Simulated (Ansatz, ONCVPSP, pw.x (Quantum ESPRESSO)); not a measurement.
## pw.x on diamond Cl: one setting changed

Potential: optimised norm-conserving Vanderbilt (ONCV), ONCVPSP 4.0.1, PBE; core [Ne], reference 3s2 3p5; waves: 3s: rc 1.25 bohr, ncon 4, nbas 8, qcut 6.4 1/bohr, local; 3p: rc 1.30 bohr, ncon 4, nbas 7, qcut 6.3 1/bohr, 1 projector; d scattering state at 0.2 Ha: rc 1.25 bohr, ncon 3, nbas 6, qcut 7.9 1/bohr, 2 projectors, debl 1.9 Ha; local part: the s channel; core correction: Teter function, fcfact 5.5, rcfact 1.1.

The reference run (k-mesh 8³, cutoffs 50/200 Ry, Fermi–Dirac 0.01 Ry, mixing_beta 0.4, conv_thr 1e-9, no spin) gives -0.09 GPa at 34.615 Å³/atom, where all-electron LAPW gives -0.07 GPa. This run, with its own iteration cap, changes conv_thr to 1e-06.

```
&control
  calculation='scf', prefix='x', pseudo_dir='./', outdir='./tmp', tstress=.true., disk_io='none'
/
&system
  ibrav=0, nat=2, ntyp=1, ecutwfc=50, ecutrho=200, nbnd=15,
  occupations='smearing', smearing='fd', degauss=0.01
/
&electrons
  conv_thr=1e-06, mixing_beta=0.4, electron_maxstep=70
/
ATOMIC_SPECIES
Cl 1.0 Cl.UPF
CELL_PARAMETERS angstrom
  0.00000000 3.25902815 3.25902815
  3.25902815 0.00000000 3.25902815
  3.25902815 3.25902815 0.00000000
ATOMIC_POSITIONS crystal
Cl 0.0000 0.0000 0.0000
Cl 0.2500 0.2500 0.2500
K_POINTS automatic
8 8 8 0 0 0
```

```bash
pw.x < Cl.scf.in > Cl.scf.out
```

Problem. How does the run end?

Solution. It converges in 4 iterations; the free energy moves by +0.0 meV/atom and the pressure by +0.00 GPa. The result is that of the reference run.

```
Message from routine setup:
     using ibrav=0 with symmetry is DISCOURAGED, use correct ibrav instead
     lattice parameter (alat)  =       8.7097  a.u.
     unit-cell volume          =     467.1872 (a.u.)^3
     number of electrons       =        14.00
     number of Kohn-Sham states=           15
     kinetic-energy cutoff     =      50.0000  Ry
     charge density cutoff     =     200.0000  Ry
     scf convergence threshold =      1.0E-06
     Exchange-correlation= PBE
     number of k points=    29  Fermi-Dirac smearing, width (Ry)=  0.0100
     iteration #  1     ecut=    50.00 Ry     beta= 0.40
     c_bands:  1 eigenvalues not converged
     c_bands:  1 eigenvalues not converged
     c_bands:  1 eigenvalues not converged
     c_bands:  1 eigenvalues not converged
     c_bands:  1 eigenvalues not converged
     total energy              =     -62.23950371 Ry
     estimated scf accuracy    <       0.00025237 Ry
     iteration #  2     ecut=    50.00 Ry     beta= 0.40
     total energy              =     -62.23954872 Ry
     estimated scf accuracy    <       0.00008192 Ry
     iteration #  3     ecut=    50.00 Ry     beta= 0.40
     total energy              =     -62.23955497 Ry
     estimated scf accuracy    <       0.00000213 Ry
     iteration #  4     ecut=    50.00 Ry     beta= 0.40
     the Fermi energy is    -0.6480 ev
!    total energy              =     -62.23955559 Ry
     estimated scf accuracy    <       0.00000007 Ry
     smearing contrib. (-TS)   =      -0.01981010 Ry
     The total energy is F=E-TS. E is the sum of the following terms:
     one-electron contribution =     -19.44002160 Ry
     hartree contribution      =      14.12888177 Ry
     xc contribution           =     -14.04982653 Ry
     ewald contribution        =     -42.85877912 Ry
     convergence has been achieved in   4 iterations
          total   stress  (Ry/bohr**3)                   (kbar)     P=       -0.96
     Message from routine punch:
     Nothing written, as per user request (disk_io='none')
```

The run took about 7.9 s on one core of a shared server CPU.
